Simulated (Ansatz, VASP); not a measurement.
**BN in VASP and in Ansatz**

```
CELL_PARAMETERS angstrom
2.55394 0.00000 0.00000
-1.27697 2.21178 0.00000
0.00000 0.00000 4.22685
ATOMIC_POSITIONS crystal
B 0.66667 0.33333 0.99972
B 0.33333 0.66667 0.49972
N 0.66667 0.33333 0.62528
N 0.33333 0.66667 0.12528
```

Measurements of this composition are mostly on another form, of space group No. 194.

Alike in both runs: task single point; functional LDA; k mesh 12 × 12 × 6; occupations gaussian, width 0.05 eV; no spin polarisation.

|  | VASP | Ansatz |
| --- | --- | --- |
| version | VASP 6.6.1 | Ansatz 0.2.0 |
| potentials or method | VASP PAW LDA potentials, release 64 (B, N) | scalar-relativistic, plane waves, PAW |
| plane-wave cutoff (eV) | 520 | 420 |
| valence electrons in the cell | 16 | 16 |

```csv
,VASP,Ansatz,Ansatz less VASP
gap on the k mesh at the Fermi level (eV),4.96,4.99,+0.025
least direct gap on the mesh (eV),8.11,8.12,+0.010
pressure (GPa),-12.9,-13.7,-0.83
largest component of the traceless stress (GPa),0.29,0.27,-0.017
rms of the force components (eV/Å),0.012,0.013,+0.0012
```

Atom by atom the forces differ by 0.001 eV/Å (rms over components).

A k mesh can miss the band edges. A hybrid or GW would open this gap; LDA tends to underestimate it.
